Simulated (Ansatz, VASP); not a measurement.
One calculation of InP, two programs

INCAR

```
SYSTEM = InP
PREC     = Accurate       ! precision mode
ENCUT    = 520            ! plane-wave cutoff, eV
EDIFF    = 1E-6           ! SCF threshold, eV
ISMEAR   = -1             ! smearing method
SIGMA    = 0.02           ! smearing width, eV
LREAL    = .False.        ! projectors in reciprocal space
LASPH    = .True.         ! aspherical terms in the spheres
NELM     = 80             ! most SCF steps
ALGO     = Normal         ! electronic algorithm
ISIF     = 2              ! what is computed and relaxed
LWAVE    = .False.        ! write WAVECAR
LCHARG   = .False.        ! write CHGCAR
GGA      = PE             ! functional
NBANDS   = 16             ! bands
```

KPOINTS

```
regular mesh
0
Gamma
  8 8 8
  0 0 0
```

Contents of POSCAR:

```
InP
1.0
    0.0000000000      2.9538133435      2.9192537274
    2.9538133435      0.0000000000      2.9192537274
    2.9538133435      2.9538133435      0.0000000000
In P
1 1
Direct
    0.0000000000      0.0000000000      0.0000000000
    0.2500000000      0.2500000000      0.2500000000
```

Input for Ansatz:

```yaml
crystal:
  lattice:
    - [0.0, 2.9538133435, 2.9192537274]
    - [2.9538133435, 0.0, 2.9192537274]
    - [2.9538133435, 2.9538133435, 0.0]
  atoms:
    - { symbol: In, position: [0.0, 0.0, 0.0] }
    - { symbol: P, position: [0.25, 0.25, 0.25] }
kpoints:
  mp_grid: { grid: [8, 8, 8] }
  band_path:
    path:
      - [0.0, 0.0, 0.0]
      - [-0.5, -0.5, 0.0]
      - [-0.375, -0.375, 0.25]
      - [-0.375, 0.0, 0.375]
      - [0.0, 0.0, 0.5]
      - [-0.5, -0.25, 0.25]
    npoints: 1
hamiltonian:
  xc: pbe
scf:
  occupations: { method: fermi_dirac, width: 0.02 }
  n_extra_bands: 4
output:
  forces: true
  stress: true
  eigenvalues: true
```

Change from the starting cell: uniaxial_z strain -1.2%.

Alike in both runs: task single point; functional PBE; k mesh 8 × 8 × 8; occupations fermi-dirac, width 0.02 eV; no spin polarisation.

```csv
,VASP,Ansatz
version,VASP 6.6.1,Ansatz 0.2.0
potentials or method,"VASP PAW PBE potentials, release 64 (In_d, P)","plane waves, PAW"
plane-wave cutoff (eV),520,420
valence electrons in the cell,18,18
```

Ansatz gave:

- pressure (GPa): 2.5
- largest component of the traceless stress (GPa): 0.31

Task: Which values does VASP return?

Result: Pressure (GPa): 2.4; largest component of the traceless stress (GPa): 0.31.

The functional is the same, so the differences come from potentials, cutoffs and numerics.

Caveats: spin-orbit coupling is left out, which moves the levels of the heavy elements.
